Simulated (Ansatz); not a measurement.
**SnSe (Fm-3m), random displacements**

The calculation used DFT LDA, scalar-relativistic, plane waves, PAW in Ansatz 0.2.0. Settings: plane waves to 350 eV, k-mesh 6×6×6 (Γ-centred), Gaussian smearing 0.05 eV. The cutoff lies under the one recommended for these potentials. No spin polarisation. Energies are free energies at this smearing, counted from the undisturbed cell; pressure is positive in compression.

The undisturbed cell (as given, not relaxed at this level; this rock-salt form isn't the usual structure):

```
Sn Se
1.0
     6.02000    0.00000    0.00000
     0.00000   -6.02000    0.00000
     0.00000    0.00000   -6.02000
Sn Se
4 4
Cartesian
  0.0000 -3.0100 -3.0100
  3.0100 0.0000 -3.0100
  3.0100 -3.0100 0.0000
  0.0000 0.0000 0.0000
  3.0100 0.0000 0.0000
  0.0000 -3.0100 0.0000
  0.0000 0.0000 -3.0100
  3.0100 -3.0100 -3.0100
```

The atoms are displaced (Å, in the unstrained cell):

| atom | ux | uy | uz |
| --- | --- | --- | --- |
| Sn1 | 0.049 | -0.014 | 0.153 |
| Sn2 | 0.166 | 0.052 | 0.070 |
| Sn3 | -0.067 | -0.064 | -0.030 |
| Sn4 | -0.077 | -0.071 | -0.036 |
| Se5 | 0.033 | 0.008 | -0.245 |
| Se6 | -0.091 | 0.117 | 0.081 |
| Se7 | 0.092 | 0.106 | 0.003 |
| Se8 | -0.104 | -0.133 | 0.003 |

Strain (Voigt, engineering shear): (0.0295, 0.0211, 0.0165, -0.0626, 0.0767, 0.0463).

Task: What are the energy change, the stress and the forces?

Result: ΔE = 66.2 meV/atom; stress (xx, yy, zz, yz, xz, xy; compression positive) (-5.75, -5.03, -4.22, 0.75, -1.05, -0.36) GPa; gap on the mesh 0.11 eV.
| atom | Fx (eV/Å) | Fy | Fz |
| --- | --- | --- | --- |
| Sn1 | 0.20 | -0.20 | 0.03 |
| Sn2 | -0.05 | 0.08 | -0.11 |
| Sn3 | -0.02 | -0.11 | 0.01 |
| Sn4 | 0.04 | -0.05 | -0.02 |
| Se5 | -0.07 | 0.21 | 0.21 |
| Se6 | 0.06 | 0.07 | -0.23 |
| Se7 | -0.08 | 0.05 | 0.05 |
| Se8 | -0.07 | -0.03 | 0.05 |

Cost: 1 run of about 1.6 core-minutes, on AMD EPYC 7R13 Processor (Zen 3) (shared hosts).